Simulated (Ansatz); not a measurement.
# Ge: stress in a strained cell

Ge is deformed so: equal xx and yy strain of -2 %. What stress and forces result, by LAPW, PAW and all-electron datasets made for the crystal?

Computed with Ansatz 0.2.0 (DFT PBE, scalar-relativistic, unless a step's input says otherwise).

## 1. The starting structure

The structure is cubic, space group Fd-3m (No. 227). Conventional cell: a = 5.658 Å, b = 5.658 Å, c = 5.658 Å, α = 90.00°, β = 90.00°, γ = 90.00°. Ge (site symmetry -43m) has 4 Ge at 2.45 Å as nearest neighbours.

As a file:

```cif
data_structure
_symmetry_space_group_name_H-M 'P 1'
_symmetry_Int_Tables_number 1
_cell_length_a 4.0005
_cell_length_b 4.0005
_cell_length_c 4.0005
_cell_angle_alpha 60.000
_cell_angle_beta 60.000
_cell_angle_gamma 60.000
_cell_volume 45.27
loop_
_atom_site_label
_atom_site_type_symbol
_atom_site_fract_x
_atom_site_fract_y
_atom_site_fract_z
_atom_site_occupancy
Ge1 Ge 0.50000 0.50000 0.50000 1
Ge2 Ge 0.75000 0.75000 0.75000 1
```

Atoms are numbered in the order of the input: Ge1, Ge2.

## 2. The deformed structure

Space group Fd-3m before, I4_1/amd after.

## 3. All-electron LAPW

The input, input.yaml:

```yaml
crystal:
  lattice:
    - [0.0, 2.7721946, 2.82877]
    - [2.7721946, 0.0, 2.82877]
    - [2.7721946, 2.7721946, 0.0]
  atoms:
    - { symbol: Ge, position: [0.5, 0.5, 0.5] }
    - { symbol: Ge, position: [0.75, 0.75, 0.75] }
kpoints:
  mp_grid: { grid: [10, 10, 10] }
  band_path:
    path:
      - [0.0, 0.0, 0.0]
      - [0.0, 0.5, 0.5]
      - [0.25, 0.75, 0.5]
      - [0.0, 0.5, 0.0]
      - [0.0, 0.0, 0.0]
      - [0.5, 0.5, 0.0]
      - [0.37005, 0.62995, 0.0]
      - [-0.37005, 0.37005, 0.0]
      - [0.0, 0.0, 0.0]
    npoints: 5
scf:
  occupations: { method: fermi_dirac, width: 0.05 }
hamiltonian:
  xc: pbe
  pseudopotentials: { kind: all_electron, lapw: { basis_error: 0.00025 } }
output:
  forces: true
  stress: true
  eigenvalues: true
```

The run is started by

```console
$ ansatz run input.yaml --threads 1 --pin off --max-ram 3072MiB --backend cpu --events-out ev --progress --plain --runs-dir out
```

## 4. PAW with frozen cores

The input, input.yaml:

```yaml
crystal:
  lattice:
    - [0.0, 2.7721946, 2.82877]
    - [2.7721946, 0.0, 2.82877]
    - [2.7721946, 2.7721946, 0.0]
  atoms:
    - { symbol: Ge, position: [0.5, 0.5, 0.5] }
    - { symbol: Ge, position: [0.75, 0.75, 0.75] }
kpoints:
  mp_grid: { grid: [10, 10, 10] }
scf:
  occupations: { method: fermi_dirac, width: 0.05 }
hamiltonian:
  xc: pbe
  pseudopotentials: { kind: paw }
output:
  forces: true
  stress: true
  eigenvalues: true
  efg: { contact_densities: true }
```

## 5. Datasets made for this crystal

input.yaml: that of step 4 with these lines changed.

```diff
@@ -14,3 +14,3 @@
   xc: pbe
-  pseudopotentials: { kind: paw }
+  pseudopotentials: { kind: all_electron, datasets: crystal }
 output:
```

(Steps that only read results are left out.)

Q: Predict the outcome of this session. Wanted: pressure; largest shear or deviatoric stress.

As calculated:

| quantity | value |
| --- | --- |
| pressure | LAPW 6.99, PAW 7.00, crystal datasets 6.99 GPa |
| largest shear or deviatoric stress (LAPW) | 1.02 GPa |

What this shows: The largest part of the stress beyond the pressure is 1.02 GPa in size, in the zz component; the atoms are carried along and not relaxed. No run of the undeformed cell stands beside it, so the pressure holds what the given cell had before the change. PAW: stress within 0.01 GPa of LAPW. Crystal datasets: stress within 0.01 GPa of LAPW.
